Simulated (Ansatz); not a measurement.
# Nickel, beta-Sn type under RPBE: structure, energy and stiffness, part 2 of 2

The plan for nickel in the beta-Sn type structure: relax it, solve it on a dense k-mesh, then scale the cell to 7 volumes from 88 to 112 % of the relaxed one and try a fit of the equation of state. The start is ferromagnetic. The k-meshes are 15×15×10 for the relaxation; 27×27×13 for the dense run; 18×18×9 for the volumes.

Ansatz 0.2.0; DFT, RPBE, plane waves (420 eV) with PAW, scalar-relativistic. The steps go on from the part before.

**3. Dense single point**

The input, input.yaml:

```yaml
crystal:
  lattice:
    - [-1.6853156755, 1.3881182496, 1.2368124082]
    - [1.3881182496, -1.6853156755, 1.2368124082]
    - [3.1723686205, 3.1723686205, -1.7811300381]
  atoms:
    - { symbol: Ni, position: [0.9584465652, 0.0415534348, 1.0], spin: 0.699 }
    - { symbol: Ni, position: [0.7915534348, 0.2084465652, 0.5], spin: 0.699 }
hamiltonian:
  xc: rpbe
  pseudopotentials:
    kind: paw
    azcp:
      Ni: "pseudopotentials/Ni.paw.azcp"
basis:
  ecutwfc: 420
  fft_grid_basis: typed
kpoints:
  mp_grid: { grid: [27, 27, 13], shift: [0, 0, 0] }
magnetization:
  spin_polarized: true
scf:
  occupations: { method: fermi_dirac, width: 0.05 }
```

The log of the run, cut to the lines that bear on the results:

```text
Warning: RAYON_NUM_THREADS=2 ignored (pool sized by the plan → 2); use --threads N
[...]
Pseudopotentials: kind: paw
Pseudopotential: Ni, paw, valence charge 18, recommended cutoff 420 eV (normal), <dir>
Functional definition: RPBE
[...]
Crystal: 2 atoms, lattice volume = 22.491 Å³
Basis set: ecut = 420 eV, 427 PW (Γ)
Bands: 23, of which v1, the nominal top of the filled ones, is band 18 counted from 1 (17 counted from 0)
Symmetry: 4 space group operations
Space group: C2/c (ITA 15), of the structure as read, at distance tolerance 2.8e-5 Å
Magnetic group: BNS 15.85 (UNI 92), of the structure as read, at distance tolerance 2.8e-5 Å
k-points: 2464 of 9477
[...]
Starting moments: Σ|m| = 1.398 μB on 2 of 2 sites
[...]
SCF iter   1: F=—  HF=-11687.871515 eV  |F-HF|=—  |Δ(HF+E_count)|=         —  Δρ=7.99e-2 (↑1.86e-2 ↓7.99e-2)  dr2=6.69e-1  dr2_m=4.65e-1  M=1.750 μB ∫|m|=1.848 μB  β_m=0.30  ethr=1.86e-3  ⟨swp⟩=1.0  Hψ=574445  notcnv=0
[...]
SCF iter  10: F=-11689.437885 eV  HF=-11689.437885 eV  |F-HF|=2.65e-9  |Δ(HF+E_count)|=  6.35e-10  Δρ=4.45e-6 (↑1.26e-6 ↓4.45e-6)  dr2=3.81e-9  dr2_m=6.93e-10  M=1.309 μB ∫|m|=1.511 μB  ethr=9.10e-11  ⟨swp⟩=1.7  Hψ=333133  notcnv=0
[...]
SCF converged after 10 iterations
Magnetization: 1.3091 μB (18.6546 up, 17.3454 down)
Absolute magnetization: 1.5127 μB (∫|ρ↑−ρ↓|, with the PAW one-centre terms)
Spin contamination: 0.0165 ħ² per cell (⟨S²⟩ above its minimum at these occupations)
Per-site moments (μB) at R_I (Å): [(0.6975154988749104, 1.0349946702445691), (0.6975154988749105, 1.0349946702445691)]
Free energy (F): -11689.437885 eV
[...]
E sigma→0 (E₀):  -11689.419368 eV
Entropy (-TS):   -0.037033 eV (-18.516 meV/atom)
Fermi energy:    17.617895 eV
[...]
```

It took 89 s on 2 threads of Arm Neoverse V2, shared host; peak memory 1.9 GiB.

**4. The cell scaled to 88 % of its volume**

The input, input.yaml:

```yaml
crystal:
  lattice:
    - [-1.6150109986, 1.330211469, 1.1852175064]
    - [1.330211469, -1.6150109986, 1.1852175064]
    - [3.0400300004, 3.0400300004, -1.7068283665]
  atoms:
    - { symbol: Ni, position: [0.9584465652, 0.0415534348, 1.0], spin: 0.698 }
    - { symbol: Ni, position: [0.7915534348, 0.2084465652, 0.5], spin: 0.698 }
hamiltonian:
  xc: rpbe
  pseudopotentials:
    kind: paw
    azcp:
      Ni: "pseudopotentials/Ni.paw.azcp"
basis:
  ecutwfc: 420
  fft_grid_basis: typed
kpoints:
  mp_grid: { grid: [18, 18, 9], shift: [0, 0, 0] }
magnetization:
  spin_polarized: true
scf:
  occupations: { method: fermi_dirac, width: 0.05 }
  lower_state_search: "off"
output:
  stress: true
```

The log of the run, cut to the lines that bear on the results:

```text
Warning: RAYON_NUM_THREADS=2 ignored (pool sized by the plan → 2); use --threads N
[...]
[... 3 set-up lines as earlier in the session ...]
[...]
Crystal: 2 atoms, lattice volume = 19.792 Å³
Basis set: ecut = 420 eV, 379 PW (Γ)
Bands: 23, of which v1, the nominal top of the filled ones, is band 18 counted from 1 (17 counted from 0)
[... 1 set-up line as earlier in the session ...]
Space group: C2/c (ITA 15), of the structure as read, at distance tolerance 2.7e-5 Å
Magnetic group: BNS 15.85 (UNI 92), of the structure as read, at distance tolerance 2.7e-5 Å
k-points: 775 of 2916
[...]
Starting moments: Σ|m| = 1.396 μB on 2 of 2 sites
[...]
SCF iter  14: F=-11689.207915 eV  HF=-11689.207915 eV  |F-HF|=2.01e-8  |Δ(HF+E_count)|=   3.89e-8  Δρ=1.10e-5 (↑1.10e-5 ↓6.95e-6)  dr2=2.87e-8  dr2_m=3.24e-9  M=1.208 μB ∫|m|=1.376 μB  ethr=2.36e-10  ⟨swp⟩=2.8  Hψ=117508  notcnv=0
[...]
SCF converged after 14 iterations
Magnetization: 1.2077 μB (18.6038 up, 17.3962 down)
Absolute magnetization: 1.3773 μB (∫|ρ↑−ρ↓|, with the PAW one-centre terms)
Spin contamination: 0.0119 ħ² per cell (⟨S²⟩ above its minimum at these occupations)
Per-site moments (μB) at R_I (Å): [(0.6404536387642562, 0.9918188029761812), (0.6404536387642561, 0.9918188029761812)]
Free energy (F): -11689.207915 eV
[...]
E sigma→0 (E₀):  -11689.192507 eV
Entropy (-TS):   -0.030816 eV (-15.408 meV/atom)
Fermi energy:    20.623753 eV
[...]
--- Stress (GPa, compression-positive) ---
       31.020333      -0.014120      -0.025015
       -0.014120      31.020333      -0.025015
       -0.025015      -0.025015      31.012031
  P = ⅓ Tr σ = 31.0176 GPa (310.176 kbar)
```

Wall time 33 s (2 threads of Arm Neoverse V2, shared host); peak memory 0.71 GiB.

**5. The cell scaled to 92 % of its volume**

Changes to input.yaml since step 4:

```diff
@@ -2,5 +2,5 @@
   lattice:
-    - [-1.6150109986, 1.330211469, 1.1852175064]
-    - [1.330211469, -1.6150109986, 1.1852175064]
-    - [3.0400300004, 3.0400300004, -1.7068283665]
+    - [-1.6391191947, 1.350068299, 1.2029099283]
+    - [1.350068299, -1.6391191947, 1.2029099283]
+    - [3.0854102729, 3.0854102729, -1.7323071731]
   atoms:
```

The log of the run, cut to the lines that bear on the results:

```text
Warning: RAYON_NUM_THREADS=2 ignored (pool sized by the plan → 2); use --threads N
[...]
[... 3 set-up lines as earlier in the session ...]
[...]
Crystal: 2 atoms, lattice volume = 20.692 Å³
Basis set: ecut = 420 eV, 391 PW (Γ)
Bands: 23, of which v1, the nominal top of the filled ones, is band 18 counted from 1 (17 counted from 0)
[... 2 set-up lines as earlier in the session ...]
Magnetic group: BNS 15.85 (UNI 92), of the structure as read, at distance tolerance 2.7e-5 Å
k-points: 775 of 2916
[...]
Starting moments: Σ|m| = 1.396 μB on 2 of 2 sites
[...]
SCF iter  14: F=-11689.344289 eV  HF=-11689.344289 eV  |F-HF|=6.14e-9  |Δ(HF+E_count)|=   1.28e-7  Δρ=7.27e-6 (↑7.27e-6 ↓2.37e-6)  dr2=8.10e-9  dr2_m=1.94e-9  M=1.221 μB ∫|m|=1.401 μB  ethr=2.78e-10  ⟨swp⟩=3.2  Hψ=138631  notcnv=0
[...]
SCF converged after 14 iterations
Magnetization: 1.2215 μB (18.6107 up, 17.3893 down)
Absolute magnetization: 1.4031 μB (∫|ρ↑−ρ↓|, with the PAW one-centre terms)
Spin contamination: 0.0133 ħ² per cell (⟨S²⟩ above its minimum at these occupations)
Per-site moments (μB) at R_I (Å): [(0.6495618513538702, 1.0066242514486878), (0.6495618513538706, 1.0066242514486878)]
Free energy (F): -11689.344289 eV
[...]
E sigma→0 (E₀):  -11689.327912 eV
Entropy (-TS):   -0.032753 eV (-16.377 meV/atom)
Fermi energy:    19.533528 eV
[...]
--- Stress (GPa, compression-positive) ---
       18.089843       0.012638      -0.013506
        0.012638      18.089843      -0.013506
       -0.013506      -0.013506      18.041757
  P = ⅓ Tr σ = 18.0738 GPa (180.738 kbar)
```

Run time: 31 s. Hardware: 2 threads of Arm Neoverse V2, shared host; peak memory 0.73 GiB.

**6. The cell scaled to 96 % of its volume**

Changes to input.yaml since step 5:

```diff
@@ -2,5 +2,5 @@
   lattice:
-    - [-1.6391191947, 1.350068299, 1.2029099283]
-    - [1.350068299, -1.6391191947, 1.2029099283]
-    - [3.0854102729, 3.0854102729, -1.7323071731]
+    - [-1.6625383472, 1.3693575951, 1.2200966779]
+    - [1.3693575951, -1.6625383472, 1.2200966779]
+    - [3.1294935184, 3.1294935184, -1.7570577623]
   atoms:
@@ -26 +26,5 @@
   stress: true
+  write_density: true
+  write_potential: true
+  elf: true
+  volumetric_format: npy
```

The log of the run, cut to the lines that bear on the results:

```text
Warning: RAYON_NUM_THREADS=2 ignored (pool sized by the plan → 2); use --threads N
[...]
[... 3 set-up lines as earlier in the session ...]
[...]
Crystal: 2 atoms, lattice volume = 21.591 Å³
Basis set: ecut = 420 eV, 391 PW (Γ)
Bands: 23, of which v1, the nominal top of the filled ones, is band 18 counted from 1 (17 counted from 0)
[... 2 set-up lines as earlier in the session ...]
Magnetic group: BNS 15.85 (UNI 92), of the structure as read, at distance tolerance 2.8e-5 Å
k-points: 775 of 2916
[...]
Starting moments: Σ|m| = 1.396 μB on 2 of 2 sites
[...]
SCF converged after 15 iterations
an eigenvalue changed by more than its tolerance at an iteration that met the thresholds in force, so the SCF went on 1 time: the last check found none over its tolerance
Magnetization: 1.2384 μB (18.6192 up, 17.3808 down)
Absolute magnetization: 1.4317 μB (∫|ρ↑−ρ↓|, with the PAW one-centre terms)
Spin contamination: 0.0146 ħ² per cell (⟨S²⟩ above its minimum at these occupations)
Per-site moments (μB) at R_I (Å): [(0.6601488820833262, 1.0210065410400708), (0.6601488820833261, 1.0210065410400708)]
Free energy (F): -11689.416035 eV
[...]
E sigma→0 (E₀):  -11689.398589 eV
Entropy (-TS):   -0.034893 eV (-17.447 meV/atom)
Fermi energy:    18.534996 eV
[...]
--- Stress (GPa, compression-positive) ---
        7.906159       0.020268      -0.007650
        0.020268       7.906159      -0.007650
       -0.007650      -0.007650       7.844306
  P = ⅓ Tr σ = 7.8855 GPa (78.855 kbar)
--- Band table (eV; the first three rows and the last of 1550) ---
[... band rows left out ...]
[...]
```

Wall time 47 s (2 threads of Arm Neoverse V2, shared host); peak memory 0.74 GiB.

Density in a lattice plane of the grid's cell (edges 2.48 and 4.76 Å, at 0.042 of the third edge), which holds Ni. It is the smooth density of the valence electrons, not physical close to the nuclei.

Ten even steps from '0' (0.19 e/Å³) to '9' (50.89 e/Å³):
```
520000000146
100000000012
000000000000
000000000000
000000000000
000000000000
000000000000
000000000000
000000001110
000000013320
000000124310
000000012100
000000000000
000000000000
000000000000
000000000000
000000000000
210000000001
641000000025
941000000149
```
Columns run along the first of these edges and rows up along the second, over one cell in 12 and 20 even steps from the bottom left corner. Atoms in the plane (fractional): Ni at (0.96, 0.00).

Spin density (up less down) in a lattice plane of the grid's cell (edges 2.48 and 4.76 Å, at 0.042 of the third edge), which holds Ni.

Values in e/Å³, 12 rows by 6 columns:
```
 0.47  0.07  0.00  0.00  0.07  0.52
 0.03  0.00 -0.01  0.00  0.01  0.05
-0.01 -0.01 -0.01 -0.01 -0.01 -0.01
 0.00 -0.01 -0.01 -0.01  0.00  0.00
 0.02 -0.01 -0.01  0.02  0.10  0.11
 0.04 -0.01  0.00  0.15  0.80  0.49
 0.01 -0.01  0.02  0.21  0.66  0.23
-0.01 -0.01  0.00  0.06  0.09  0.02
-0.01 -0.01 -0.01  0.00  0.00 -0.01
 0.05  0.03  0.00 -0.01 -0.01  0.01
 0.71  0.22  0.01 -0.01  0.01  0.20
 2.36  0.34  0.01 -0.01  0.08  1.15
```
Columns run along the first of these edges and rows up along the second, over one cell in 6 and 12 even steps from the bottom left corner. Atoms in the plane (fractional): Ni at (0.96, 0.00).

**7. The cell scaled to 100 % of its volume**

Changes to input.yaml since step 6:

```diff
@@ -2,5 +2,5 @@
   lattice:
-    - [-1.6625383472, 1.3693575951, 1.2200966779]
-    - [1.3693575951, -1.6625383472, 1.2200966779]
-    - [3.1294935184, 3.1294935184, -1.7570577623]
+    - [-1.6853156755, 1.3881182496, 1.2368124082]
+    - [1.3881182496, -1.6853156755, 1.2368124082]
+    - [3.1723686205, 3.1723686205, -1.7811300381]
   atoms:
@@ -26,5 +26 @@
   stress: true
-  write_density: true
-  write_potential: true
-  elf: true
-  volumetric_format: npy
```

The log of the run, cut to the lines that bear on the results:

```text
Warning: RAYON_NUM_THREADS=2 ignored (pool sized by the plan → 2); use --threads N
[...]
[... 3 set-up lines as earlier in the session ...]
[...]
Crystal: 2 atoms, lattice volume = 22.491 Å³
Basis set: ecut = 420 eV, 427 PW (Γ)
Bands: 23, of which v1, the nominal top of the filled ones, is band 18 counted from 1 (17 counted from 0)
[... 2 set-up lines as earlier in the session ...]
Magnetic group: BNS 15.85 (UNI 92), of the structure as read, at distance tolerance 2.8e-5 Å
k-points: 775 of 2916
[...]
Starting moments: Σ|m| = 1.396 μB on 2 of 2 sites
[...]
SCF iter  14: F=-11689.436926 eV  HF=-11689.436926 eV  |F-HF|=1.20e-10  |Δ(HF+E_count)|=   4.35e-9  Δρ=2.11e-6 (↑2.11e-6 ↓1.61e-6)  dr2=5.89e-10  dr2_m=4.01e-10  M=1.263 μB ∫|m|=1.466 μB  ethr=6.20e-11  ⟨swp⟩=2.3  Hψ=108603  notcnv=0
[...]
SCF converged after 14 iterations
Magnetization: 1.2634 μB (18.6317 up, 17.3683 down)
Absolute magnetization: 1.4680 μB (∫|ρ↑−ρ↓|, with the PAW one-centre terms)
Spin contamination: 0.0161 ħ² per cell (⟨S²⟩ above its minimum at these occupations)
Per-site moments (μB) at R_I (Å): [(0.6746759939448794, 1.0349946702445691), (0.6746759939448794, 1.0349946702445691)]
Free energy (F): -11689.436926 eV
[...]
E sigma→0 (E₀):  -11689.418321 eV
Entropy (-TS):   -0.037210 eV (-18.605 meV/atom)
Fermi energy:    17.617443 eV
[...]
--- Stress (GPa, compression-positive) ---
       -0.108745       0.002879      -0.009530
        0.002879      -0.108745      -0.009530
       -0.009530      -0.009530      -0.153384
  P = ⅓ Tr σ = -0.1236 GPa (-1.236 kbar)
```

It took 36 s on 2 threads of Arm Neoverse V2, shared host; peak memory 0.76 GiB.

**8. The cell scaled to 104 % of its volume**

Changes to input.yaml since step 7:

```diff
@@ -2,5 +2,5 @@
   lattice:
-    - [-1.6853156755, 1.3881182496, 1.2368124082]
-    - [1.3881182496, -1.6853156755, 1.2368124082]
-    - [3.1723686205, 3.1723686205, -1.7811300381]
+    - [-1.707493425, 1.4063850582, 1.2530881221]
+    - [1.4063850582, -1.707493425, 1.2530881221]
+    - [3.2141151002, 3.2141151002, -1.8045686475]
   atoms:
```

The log of the run, cut to the lines that bear on the results:

```text
Warning: RAYON_NUM_THREADS=2 ignored (pool sized by the plan → 2); use --threads N
[...]
[... 3 set-up lines as earlier in the session ...]
[...]
Crystal: 2 atoms, lattice volume = 23.391 Å³
Basis set: ecut = 420 eV, 463 PW (Γ)
Bands: 23, of which v1, the nominal top of the filled ones, is band 18 counted from 1 (17 counted from 0)
[... 1 set-up line as earlier in the session ...]
Space group: C2/c (ITA 15), of the structure as read, at distance tolerance 2.9e-5 Å
Magnetic group: BNS 15.85 (UNI 92), of the structure as read, at distance tolerance 2.9e-5 Å
k-points: 775 of 2916
[...]
Starting moments: Σ|m| = 1.396 μB on 2 of 2 sites
[...]
SCF iter  14: F=-11689.417905 eV  HF=-11689.417905 eV  |F-HF|=4.98e-10  |Δ(HF+E_count)|=   5.82e-9  Δρ=2.77e-6 (↑2.77e-6 ↓9.95e-7)  dr2=1.05e-9  dr2_m=4.60e-10  M=1.302 μB ∫|m|=1.516 μB  ethr=1.55e-10  ⟨swp⟩=2.6  Hψ=113570  notcnv=0
[...]
SCF converged after 14 iterations
Magnetization: 1.3024 μB (18.6512 up, 17.3488 down)
Absolute magnetization: 1.5177 μB (∫|ρ↑−ρ↓|, with the PAW one-centre terms)
Spin contamination: 0.0179 ħ² per cell (⟨S²⟩ above its minimum at these occupations)
Per-site moments (μB) at R_I (Å): [(0.6961058745415145, 1.0486145830341316), (0.696105874541514, 1.0486145830341316)]
Free energy (F): -11689.417905 eV
[...]
E sigma→0 (E₀):  -11689.398159 eV
Entropy (-TS):   -0.039493 eV (-19.746 meV/atom)
Fermi energy:    16.771979 eV
[...]
--- Stress (GPa, compression-positive) ---
       -6.396891      -0.044412      -0.019490
       -0.044412      -6.396891      -0.019490
       -0.019490      -0.019490      -6.388968
  P = ⅓ Tr σ = -6.3942 GPa (-63.942 kbar)
```

Run time: 37 s. Hardware: 2 threads of Arm Neoverse V2, shared host; peak memory 0.78 GiB.

**9. The cell scaled to 108 % of its volume**

Changes to input.yaml since step 8:

```diff
@@ -2,5 +2,5 @@
   lattice:
-    - [-1.707493425, 1.4063850582, 1.2530881221]
-    - [1.4063850582, -1.707493425, 1.2530881221]
-    - [3.2141151002, 3.2141151002, -1.8045686475]
+    - [-1.7291095606, 1.4241892908, 1.2689516811]
+    - [1.4241892908, -1.7291095606, 1.2689516811]
+    - [3.254804421, 3.254804421, -1.8274137138]
   atoms:
```

The log of the run, cut to the lines that bear on the results:

```text
Warning: RAYON_NUM_THREADS=2 ignored (pool sized by the plan → 2); use --threads N
[...]
[... 3 set-up lines as earlier in the session ...]
[...]
Crystal: 2 atoms, lattice volume = 24.290 Å³
Basis set: ecut = 420 eV, 465 PW (Γ)
Bands: 23, of which v1, the nominal top of the filled ones, is band 18 counted from 1 (17 counted from 0)
[... 2 set-up lines as earlier in the session ...]
Magnetic group: BNS 15.85 (UNI 92), of the structure as read, at distance tolerance 2.9e-5 Å
k-points: 775 of 2916
[...]
Starting moments: Σ|m| = 1.396 μB on 2 of 2 sites
[...]
SCF iter  15: F=-11689.367696 eV  HF=-11689.367696 eV  |F-HF|=2.93e-10  |Δ(HF+E_count)|=   1.90e-8  Δρ=2.64e-6 (↑2.64e-6 ↓2.05e-6)  dr2=1.01e-9  dr2_m=6.94e-10  M=1.354 μB ∫|m|=1.578 μB  ethr=2.78e-10  ⟨swp⟩=4.0  Hψ=123146  notcnv=0
[...]
SCF converged after 15 iterations
Magnetization: 1.3538 μB (18.6769 up, 17.3231 down)
Absolute magnetization: 1.5791 μB (∫|ρ↑−ρ↓|, with the PAW one-centre terms)
Spin contamination: 0.0199 ħ² per cell (⟨S²⟩ above its minimum at these occupations)
Per-site moments (μB) at R_I (Å): [(0.7236218764299863, 1.0618895945961706), (0.7236218764299868, 1.0618895945961706)]
Free energy (F): -11689.367696 eV
[...]
E sigma→0 (E₀):  -11689.347052 eV
Entropy (-TS):   -0.041286 eV (-20.643 meV/atom)
Fermi energy:    15.990627 eV
[...]
--- Stress (GPa, compression-positive) ---
      -11.316508      -0.102433      -0.033154
       -0.102433     -11.316508      -0.033154
       -0.033154      -0.033154     -11.239841
  P = ⅓ Tr σ = -11.2910 GPa (-112.910 kbar)
```

Run time: 36 s. Hardware: 2 threads of Arm Neoverse V2, shared host; peak memory 0.79 GiB.

**10. The cell scaled to 112 % of its volume**

Changes to input.yaml since step 9:

```diff
@@ -2,5 +2,5 @@
   lattice:
-    - [-1.7291095606, 1.4241892908, 1.2689516811]
-    - [1.4241892908, -1.7291095606, 1.2689516811]
-    - [3.254804421, 3.254804421, -1.8274137138]
+    - [-1.750198341, 1.4415591648, 1.2844282269]
+    - [1.4415591648, -1.750198341, 1.2844282269]
+    - [3.2945010701, 3.2945010701, -1.8497014435]
   atoms:
```

The log of the run, cut to the lines that bear on the results:

```text
Warning: RAYON_NUM_THREADS=2 ignored (pool sized by the plan → 2); use --threads N
[...]
[... 3 set-up lines as earlier in the session ...]
[...]
Crystal: 2 atoms, lattice volume = 25.190 Å³
Basis set: ecut = 420 eV, 525 PW (Γ)
Bands: 23, of which v1, the nominal top of the filled ones, is band 18 counted from 1 (17 counted from 0)
[... 2 set-up lines as earlier in the session ...]
Magnetic group: BNS 15.85 (UNI 92), of the structure as read, at distance tolerance 2.9e-5 Å
k-points: 775 of 2916
[...]
Starting moments: Σ|m| = 1.396 μB on 2 of 2 sites
[...]
SCF iter  15: F=-11689.293087 eV  HF=-11689.293087 eV  |F-HF|=7.92e-9  |Δ(HF+E_count)|=   2.18e-7  Δρ=6.31e-6 (↑4.41e-6 ↓6.31e-6)  dr2=1.25e-8  dr2_m=1.64e-9  M=1.402 μB ∫|m|=1.635 μB  ethr=2.78e-10  ⟨swp⟩=3.1  Hψ=142809  notcnv=0
[...]
SCF converged after 15 iterations
Magnetization: 1.4018 μB (18.7009 up, 17.2991 down)
Absolute magnetization: 1.6367 μB (∫|ρ↑−ρ↓|, with the PAW one-centre terms)
Spin contamination: 0.0219 ħ² per cell (⟨S²⟩ above its minimum at these occupations)
Per-site moments (μB) at R_I (Å): [(0.7493470793818602, 1.0748407441086336), (0.7493470793818602, 1.0748407441086336)]
Free energy (F): -11689.293087 eV
[...]
E sigma→0 (E₀):  -11689.271819 eV
Entropy (-TS):   -0.042536 eV (-21.268 meV/atom)
Fermi energy:    15.265750 eV
[...]
--- Stress (GPa, compression-positive) ---
      -15.171478      -0.133651      -0.041087
       -0.133651     -15.171478      -0.041087
       -0.041087      -0.041087     -15.048825
  P = ⅓ Tr σ = -15.1306 GPa (-151.306 kbar)
```

Run time: 38 s. Hardware: 2 threads of Arm Neoverse V2, shared host; peak memory 0.81 GiB.

**11. Fitting the volumes**

All volumes keep the relaxed shape and fractional coordinates.

```csv
V (Å³/atom),E − E₀ (meV/atom),P from the stress (GPa),P from the fit (GPa),largest moment (μB)
9.896,112.9,31.02,30.95,0.64
10.346,45.2,18.07,17.87,0.65
10.796,9.8,7.89,7.66,0.66
11.246,0.0,-0.12,-0.32,0.67
11.695,10.1,-6.39,-6.56,0.70
12.145,35.6,-11.29,-11.44,0.72
12.595,73.2,-15.13,-15.24,0.75
```

Fit (Birch-Murnaghan, third order): V₀ = 11.225 Å³/atom, B₀ = 178 GPa, B₀′ = 5.1, largest residual 0.06 meV/atom.

Fit and stress differ a little: one follows E(σ → 0), the other the smeared free energy.

**12. What came out**

What follows sums up all 2 parts.

```
                      quantity                                   value
space group (spins left aside)                      P6_3/mmc (No. 194)
             conventional cell  a = 2.509 Å, c = 4.125 Å (c/a = 1.644)
                        volume                          11.246 Å³/atom
             shortest distance                                 2.509 Å
               gap on the mesh            none (levels filled in part)
                magnetic state   ferromagnetic, up to 0.70 μB per atom
relative to fcc, ferromagnetic                            +27 meV/atom
                   V₀, B₀, B₀′            11.225 Å³/atom, 178 GPa, 5.1
```

What this shows: The relaxation shrank the cell by 2.1 % in volume. What began as beta-Sn type has relaxed into hcp. What follows belongs to that structure, not to the type named at the start. The mesh has less symmetry than the lattice, which may have let the distortion in. It lies 27 meV/atom above the element's reference form at the same level (fcc, ferromagnetic, from a run of its own). The final state is ferromagnetic (largest moment 0.70 μB). No gap shows: it is a metal or semimetal at this level. The fitted modulus is 178 GPa; letting shape and positions relax at each volume could only lower it.
